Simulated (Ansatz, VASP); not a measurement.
# SiC214 in two plane-wave programs, part 2 of 2

Aim: how closely do two programs agree when they are given the same cell, functional and k mesh? The cell is taken from a series of runs on this material, whose earlier steps may have relaxed, scaled, displaced or heated it; both programs get it as it stands.

VASP 6.6.1 and Ansatz 0.2.0.

So far: Set-up; Ansatz: single point, PBE.

## 3. VASP: single point, PBE

Level of this step: PBE, spin-polarised from a ferromagnetic start; plane waves and PAW (C, Si) (VASP).

The same cell, functional, mesh and smearing now go to VASP, with its own data sets.

Lines of VASP's logs that name or quote its potential files are left out, and so is its time.

INCAR

```
SYSTEM = SiC214
PREC = Accurate
ENCUT = 520
EDIFF = 1E-06
NELM = 200
ISMEAR = -1
SIGMA = 0.01
LREAL = Auto
ALGO = Normal
GGA = PE
NBANDS = 580
ISPIN = 2
MAGMOM = 0 0 0 0 0 0 0 0 0 0 0 0 0.01 0.01 0.01 0.1 0 0 0 0 0 0 0 0 0 0 0 0 0.01 0.01 0.1 0.01 0 0 0.01 0.01 0 0 0.01 0.01 0 0 0 0.01 0 0 0 0 0 0 0 0 0 0 0 0 0 0 0.01 0 0 0 0 0 0 0 0 0 0 0 0 0 0 0 0 0 0.01 0.1 0.01 0.01 0 0.01 0 0.01 0 0.01 0 0.01 0 0 0 0.01 0 0 0 0 0 0.01 0.01 0 0 0.01 0.01 0 0.1 0.1 0.1 0 0 0 0 0 0 0 0 0 0 0 0 0 0.01 0 0 0 0 0 0 0 0 0 0 0 0 0 0.01 0 0 0 0 0 0 0 0 0 0 0 0 0 0 0 0 0.01 0 0 0 0 0 0 0 0 0 0 0 0 0 0 0 0.01 0 0 0 0 0 0 0 0 0 0 0 0 0 0 0.01 0 0 0 0 0 0 0 0 0 0 0 0 0 0 0 0.01 0 0 0 0 0 0 0 0 0 0 0 0 0 0 0 0.02
LORBIT = 11
LWAVE = .FALSE.
LCHARG = .FALSE.
ISIF = 2
NUPDOWN = 2
LASPH = .TRUE.
GGA_COMPAT = .FALSE.
```

POSCAR

```
SiC214
1.0
   10.7146870143      0.0000000000      0.0000000000
    0.0000000000     10.7146870143      0.0000000000
    0.0000000000      0.0000000000     10.7146870143
C Si
214 1
Direct
    0.0006636561      0.0004707280      0.0007238808
    0.0017473687      0.1676063262      0.1678591763
[... 3 atom lines left out ...]
    0.0856434024      0.2517174814      0.2519695308
    0.2519111041      0.0854503493      0.2519707386
    0.2519096314      0.2517181496      0.0857029667
[... 3 atom lines left out ...]
    0.1698279470      0.1696348187      0.3359957010
[... 3 atom lines left out ...]
    0.2490748250      0.2488827576      0.4271213774
[... 10 atom lines left out ...]
    0.1698256874      0.3357427377      0.1698854936
[... 2 atom lines left out ...]
    0.0814267125      0.5853743919      0.2497487964
    0.2490771908      0.4268673053      0.2491372663
    0.2496889973      0.5853749239      0.0814860726
    0.0005523042      0.3338210472      0.3340730012
[... 1 atom line left out ...]
    0.1644197872      0.3329946809      0.5038370841
    0.1644196121      0.5035856196      0.3332481130
    0.0828151137      0.4171145222      0.4173671243
[... 1 atom line left out ...]
    0.2463789356      0.4167856410      0.5857995300
    0.2463805944      0.5855475994      0.4170387017
[... 33 atom lines left out ...]
    0.3359351756      0.1696368793      0.1698888838
[... 3 atom lines left out ...]
    0.4270615522      0.2488821015      0.2491357312
[... 2 atom lines left out ...]
    0.3340143899      0.0003597485      0.3340734388
    0.3331869737      0.1642267986      0.5038370817
[... 1 atom line left out ...]
    0.5037776621      0.1642269270      0.3332478314
    0.4173073704      0.0826217952      0.4173669459
    0.4169764981      0.2461887779      0.5857997883
[... 1 atom line left out ...]
    0.5857405298      0.2461895355      0.4170373632
[... 8 atom lines left out ...]
    0.3340128829      0.3338219969      0.0006125736
    0.3331869592      0.5035857780      0.1644805010
    0.5037778826      0.3329954674      0.1644805779
[... 1 atom line left out ...]
    0.4173067981      0.4171157918      0.0828750655
    0.4169788110      0.5855475173      0.2464415306
    0.5857409779      0.4167859981      0.2464404576
[... 1 atom line left out ...]
    0.3230994721      0.5008921814      0.5011462379
    0.5010872106      0.3229070778      0.5011478236
    0.5010855746      0.5008910781      0.3231617184
    0.4142261264      0.5801425800      0.5803956368
    0.5803333455      0.4140348774      0.5803936413
    0.5803386654      0.5801449258      0.4142862892
    0.3328509584      0.3326602820      0.6673998161
[... 2 atom lines left out ...]
    0.4982511050      0.4980595681      0.6645783813
    0.4161458430      0.4159547594      0.7496652335
[... 11 atom lines left out ...]
    0.3328528354      0.6671481859      0.3329126268
[... 1 atom line left out ...]
    0.4982525092      0.6643246723      0.4983119318
[... 1 atom line left out ...]
    0.4161480971      0.7494139280      0.4162081485
[... 43 atom lines left out ...]
    0.6673405987      0.3326600894      0.3329122809
    0.6645183493      0.4980589055      0.4983110973
[... 2 atom lines left out ...]
    0.7496064542      0.4159544064      0.4162066751
[... 35 atom lines left out ...]
    0.3750875923      0.3748949771      0.3751473848
```

KPOINTS

```
Automatic mesh
0
Gamma
1 1 1
0 0 0
```

The projector-augmented-wave data sets are C and Si (PBE family, release 64).

Started as:

```sh
export OMP_NUM_THREADS=4
mpirun -np 1 vasp_gam
```

Log:

```text
[banner, memory and clock lines left out]
running    1 mpi-ranks, on    1 nodes
[...]
Offloading initialized ...    1 GPUs detected
[...]
LDA part: xc-table for (Slater+PW92), standard interpolation
 POSCAR, INCAR and KPOINTS ok, starting setup
[...]
entering main loop
       N       E                     dE             d eps       ncg     rms          rms(c)
DAV:   1     0.613080325920E+04    0.61308E+04   -0.52321E+05  2320   0.154E+03
DAV:   2    -0.141794938442E+04   -0.75488E+04   -0.70779E+04  3040   0.352E+02
DAV:   3    -0.199859390029E+04   -0.58064E+03   -0.57412E+03  2928   0.927E+01
DAV:   4    -0.201213306716E+04   -0.13539E+02   -0.13475E+02  2896   0.155E+01
[...]
DAV:  14    -0.194430660392E+04   -0.56120E-04   -0.39358E-05  2800   0.109E-02    0.148E-02
DAV:  15    -0.194430660986E+04   -0.59370E-05   -0.98166E-06  2832   0.487E-03    0.263E-03
DAV:  16    -0.194430661002E+04   -0.16274E-06   -0.46113E-07  1808   0.102E-03
   1 F= -.19443066E+04 E0= -.19443066E+04  d E =-.296739E-12  mag=     2.0000
```

Parts of OUTCAR (step 3):

```text
 magnetization (x)
# of ion       s       p       d       tot
------------------------------------------
    1        0.000   0.001   0.000   0.001
    2       -0.000   0.000   0.000   0.000
    3       -0.000   0.000   0.000   0.000
    4       -0.000   0.000   0.000   0.000
    5       -0.000   0.000   0.000   0.000
    6        0.000   0.003   0.000   0.004
[...]
213        0.000   0.002   0.000   0.002
  214        0.000   0.002   0.000   0.002
  215       -0.009  -0.020   0.000  -0.029
--------------------------------------------------
tot          0.089   1.271   0.000   1.360
```

The run ends at a pressure of 1.88 GPa, with forces up to 0.078 eV/Å.

## 4. Side by side

Known differences besides the potentials themselves: VASP starts from the moments at which Ansatz ended; the cutoff is 420 eV in Ansatz and 520 eV in VASP (PREC = Accurate, projectors in real space); site moments are counted in spheres of each program's own size. Total energies have different zeros and are not compared.

Compared:

| quantity | Ansatz | VASP | difference |
| --- | --- | --- | --- |
| total moment, fixed by the input (μB) | 2.00 | 2.00 | 0.00 |
| moment on C16 (μB) | 0.10 | 0.12 | -0.03 |
| moment on C31 (μB) | 0.10 | 0.12 | -0.03 |
| moment on C78 (μB) | 0.10 | 0.12 | -0.03 |
| moment on C105 (μB) | 0.10 | 0.12 | -0.03 |
| moment on C106 (μB) | 0.10 | 0.12 | -0.03 |
| moment on C107 (μB) | 0.10 | 0.12 | -0.03 |

At this near-relaxed geometry the largest component of a force difference is 17 meV/Å.

## 5. Outcome

```yaml
difference_in_moment_on_c16_single_point_pbe: -0.027 μB
```

**Reading.** The difference in moment on C16 is -0.027 μB (single point, PBE). How closely two codes agree says nothing of how well the functional describes the real material.

[Lines on the potential files, build, host, timing and source positions are cut from VASP's logs without a mark.]

[Logs are printed without paths, hosts, clocks, repeated set-up lines and the standing remarks that a program may print on its own settings, such as how far it seeks lower states.]

[Hosts, paths, dates, database ids (printed as entryN), source tags and the programs' standing remarks are cut or masked in the printed files.]
